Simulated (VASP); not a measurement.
Input of a VASP 6.6.1 run:

POSCAR

```
KI
1.0
    0.0000000000      3.5327750000      3.5327750000
    3.5327750000      0.0000000000      3.5327750000
    3.5327750000      3.5327750000      0.0000000000
I K
1 1
Direct
    0.5000000000      0.5000000000      0.5000000000
    0.0000000000      0.0000000000      0.0000000000
```

The input INCAR.step1:

```
SYSTEM = KI
  ALGO = Fast
  EDIFF = 1E-8
  ENCUT = 500
  GGA = PE
  ISMEAR = 0
  KPAR = 4
  LASPH = .True.
  LCHARG = .False.
  LREAL = .False.
  LWAVE = .True.
  NELM = 80
  PREC = Accurate
  SIGMA = 0.01
```

Contents of INCAR.step2:

```
SYSTEM = KI
  ALGO = Exact
  EDIFF = 1E-8
  ENCUT = 500
  GGA = PE
  ISMEAR = 0
  ISTART = 1
  KPAR = 4
  LASPH = .True.
  LCHARG = .False.
  LOPTICS = .True.
  LREAL = .False.
  LWAVE = .True.
  NBANDS = 375
  NELM = 1
  PREC = Accurate
  SIGMA = 0.01
```

File INCAR.step3:

```
SYSTEM = KI
  ALGO = EVGW0
  EDIFF = 1E-8
  ENCUT = 500
  ENCUTGW = 150
  GGA = PE
  ISMEAR = 0
  ISTART = 1
  KPAR = 4
  LASPH = .True.
  LCHARG = .False.
  LREAL = .False.
  LWAVE = .False.
  NBANDS = 375
  NBANDSGW = 16
  NELMGW = 4
  NOMEGA = 50
  PREC = Accurate
  PRECFOCK = Fast
  SIGMA = 0.01
```

Contents of KPOINTS:

```
k-points
0
Gamma
  4 4 4
  0 0 0
```

Potentials or basis: VASP PAW PBE potentials, release 64 (I_GW, K_sv_GW).

Launch:

```sh
$ cat potpaw_PBE.64/I_GW/POTCAR potpaw_PBE.64/K_sv_GW/POTCAR > POTCAR
$ cp INCAR.step1 INCAR
$ mpirun -np 4 vasp_std > vasp.out
$ cp INCAR.step2 INCAR
$ mpirun -np 4 vasp_std > vasp.out
$ cp INCAR.step3 INCAR
$ mpirun -np 4 vasp_std > vasp.out
```

**Question.** Estimate the quasiparticle gap.

**Answer.** 6.59 eV.

**Question.** Predict the least direct quasiparticle gap.

**Answer.** 6.59 eV.

**Question.** Predict the band gap on the k mesh, mean-field level.

**Answer.** 3.96 eV, direct.

Quasiparticle gap after each update of the energies (eV): 6.19, 6.53, 6.59, 6.59

Caveat: bands, screening cutoff and mesh are small and nothing is extrapolated, so the quasiparticle values aren't converged; spin-orbit coupling is left out, which moves the levels of the heavy elements.

**The experiment to reproduce.**

A printed reference work, monograph reports, for a bulk crystal of KI: band gap 6.32 eV.

Measured gap of KI: 6.32 eV (a printed reference work, monograph). This calculation gives 6.59 eV (+0.27 eV). Spin-orbit coupling on I is left out. The value is that of GW on PBE, without temperature or zero-point motion.
